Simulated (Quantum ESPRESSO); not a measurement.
**CuI under changes of volume**

One of the cells (27.401 Å³/atom); the others are scaled copies at fixed shape and fractional positions:

```
I Cu
1.0
     4.09020    0.00000    0.00000
     0.00000    4.09020    0.00000
     0.00000    0.00000    6.55146
I Cu
2 2
Direct
  0.00000 0.50000 0.74303
  0.50000 0.00000 0.25697
  0.00000 0.00000 0.00000
  0.50000 0.50000 0.00000
```

Measurements of this composition are mostly on another form, of space group No. 216.

- Program: Quantum ESPRESSO 7.5
- Functional: LDA
- Potentials or basis: GBRV 1.5 LDA
- Cutoff: 762 eV
- Density cutoff: 6095 eV
- k mesh: 7 × 7 × 4
- Occupations: fermi-dirac, width 0.05 eV
- Spin: no spin polarisation

```csv
volume (Å³/atom),energy over the lowest point (meV/atom),pressure (GPa),gap on the mesh (eV)
25.757,0.00,-0.8,1.50
26.305,?,?,?
26.853,11.49,-2.8,1.42
27.401,21.98,-3.6,1.39
27.949,35.10,-4.3,1.36
28.497,50.53,-4.9,1.33
29.045,67.95,-5.5,1.30
```

What does the run at 26.305 Å³/atom give?

Energy over the lowest point 4.04 meV/atom; pressure -1.8 GPa; gap on the mesh 1.46 eV.

Worked out: A Birch-Murnaghan fit of order 3 (a polynomial in V^(-2/3)) to the other rows has its minimum at 25.47 Å³/atom, just outside them, with B0 = V·E''(V) = 57 GPa and B' = 5.2 at fixed shape and positions, which overstates the stiffness. It gives 4.02 meV/atom at 26.305 Å³/atom, against the run's 4.04, and -dE/dV = -1.7 GPa, against -1.8. A straight line through the other rows of the gap, of slope -1.64 eV per unit of ln V (its deformation potential), gives 1.46 eV, against the run's 1.46.

Energies are extrapolated to zero smearing.

Caveats: spin-orbit coupling is left out, which moves the levels of the heavy elements.
